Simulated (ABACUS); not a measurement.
## K: equation of state with LDA-PW92

Crystal: K.

```xyz
1
Lattice="-2.6976 2.6976 2.6976 2.6976 -2.6976 2.6976 2.6976 2.6976 -2.6976" Properties=species:S:1:pos:R:3 pbc="T T T"
K     0.0000    0.0000    0.0000
```

```yaml
Program: ABACUS 3.10.1
Task: equation of state
Functional: LDA-PW92
Potentials_or_basis: PseudoDojo NC SR 0.4.1 LDA standard
Cutoff: 993 eV
Density_cutoff: 3973 eV
Basis: plane waves
k_mesh: 6 × 6 × 6
Occupations: fermi-dirac, width 0.05 eV
Spin: no spin polarisation
Radial_cutoff_of_the_potentials_pseudo_rcut: 10 bohr
SCF_threshold_on_the_density: 1e-08
Max_SCF_steps: 100
Eigensolver: dav
Mixing: broyden
Mixing_share: 0.7
Symmetry_key: 1
Bands: 9
```

```
Equilibrium volume : outside the volumes run
```

Energy against volume, from the lowest point:
```tsv
volume (Å³/atom)	energy (meV/atom)
73.807	0.00
76.948	9.84
80.089	21.36
83.230	34.21
```

All runs of the series together: 32 s on 4 threads of AMD EPYC 7R43 64-Core Processor (Zen 3), on a shared host.
